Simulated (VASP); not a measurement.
# InSb in VASP: how settings move the PBE single point

The PBE single point of zincblende InSb, under -3.0 % biaxial strain in x and y, free along z is repeated with altered inputs. Which of them can be trusted?

Program: VASP 6.6.1. PAW datasets, plane waves. Spin-unpolarised throughout; all numbers are computed.

## (1) The system as given

The cell comes from an earlier relaxation with r2SCAN in another program, then strained, with the atoms relaxed again.

It is tetragonal, I-4m2 (No. 119); conventional cell a = 4.499 Å, c = 6.751 Å, 34.16 Å³ an atom. Around In lie 4 Sb at 2.81 Å; around Sb lie 4 In at 2.81 Å.

As a file:

```xyz
2
Lattice="0.0000 3.1811 3.3755 3.1811 0.0000 3.3755 3.1811 3.1811 0.0000" Properties=species:S:1:pos:R:3 pbc="T T T"
In    0.0000    0.0000    0.0000
Sb    1.5906    1.5906    1.6877
```

## (2) Reference

INCAR reads:

```
ENCUT = 520.000000
SIGMA = 0.020000
EDIFF = 1.00e-07
GGA = PE
PREC = Accurate
IBRION = -1
ISIF = 2
ISMEAR = -1
NBANDS = 16
NELM = 120
NSW = 0
LASPH = .TRUE.
LCHARG = .FALSE.
LWAVE = .FALSE.
LREAL = .FALSE.
```

KPOINTS reads:

```
KPOINTS created by Atomic Simulation Environment
0
Gamma
6 6 6
0 0 0
```

POSCAR reads:

```
In Sb
 1.0000000000000000
     0.0000000000000000    3.1811276270000000    3.3754891042000001
     3.1811276270000000    0.0000000000000000    3.3754891042000001
     3.1811276270000000    3.1811276270000000    0.0000000000000000
 In  Sb
   1   1
Cartesian
  0.0000000000000000  0.0000000000000000  0.0000000000000000
  1.5905638135000004  1.5905638135000004  1.6877445521000001
```

A file KPOINTS_OPT adds named points for the levels; it doesn't enter the self-consistent loop.

Potentials: the recommended PBE PAW datasets, 18 valence electrons.

Started as:

```bash
mpirun -np 1 vasp_std
```

## (3) Try 1

INCAR, as its differences from that of step 2:

```diff
@@ -2,4 +2,2 @@
 SIGMA = 0.020000
-EDIFF = 1.00e-07
-GGA = PE
 PREC = Accurate
@@ -15 +13,3 @@
 LREAL = .FALSE.
+METAGGA = TPSS
+EDIFF = 0.0001
```

KPOINTS is that of step 2.

POSCAR is that of step 2.

## (4) Try 2

INCAR reads:

```
ENCUT = 520.000000
EDIFF = 1.00e-07
GGA = PE
PREC = Accurate
IBRION = -1
ISIF = 2
NBANDS = 16
NSW = 0
LASPH = .TRUE.
LCHARG = .FALSE.
LWAVE = .FALSE.
LREAL = .FALSE.
NELECT = 19
ISMEAR = 1
SIGMA = 0.5
NELM = 88
```

KPOINTS is that of step 2.

POSCAR is that of step 2.

## (5) Try 3

INCAR, as its differences from that of step 2:

```diff
@@ -15 +15,3 @@
 LREAL = .FALSE.
+IVDW = 11
+NELECT = 18.1
```

KPOINTS is that of step 2.

POSCAR is that of step 2.

## (6) Try 4

INCAR, as its differences from that of step 2:

```diff
@@ -9,3 +9,2 @@
 NBANDS = 16
-NELM = 120
 NSW = 0
@@ -15 +14,2 @@
 LREAL = .FALSE.
+NELM = 5
```

KPOINTS is that of step 2.

POSCAR is that of step 2.

Q: Predict the outcome of this session. Wanted: for each run, changed; ending; energy change; pressure; electronic steps; usable.

**Answer**, as computed:

| run | changed | ending | energy change (meV/atom) | pressure (GPa) | gap on the mesh (eV; negative: overlap) | electronic steps | time | usable |
| --- | --- | --- | --- | --- | --- | --- | --- | --- |
| ref. | – | converged | 0 | 2.9 | 0.00 | 15 | 46 s | yes |
| 1 | METAGGA = TPSS, EDIFF = 0.0001 | converged | – | 2.2 | 0.00 | 13 | 1.9 min | no |
| 2 | NELECT = 19, ISMEAR = 1, SIGMA = 0.5, NELM = 88 | converged | – | 29.0 | – | 14 | 37 s | no |
| 3 | IVDW = 11, NELECT = 18.1 | converged | – | 4.6 | – | 15 | 42 s | no |
| 4 | NELM = 5 | not converged | – | – | – | 5 | 14 s | no |

**Reading.** Of 4 altered inputs, 1 gave no result, 3 ended normally on a faulty or unsound input.
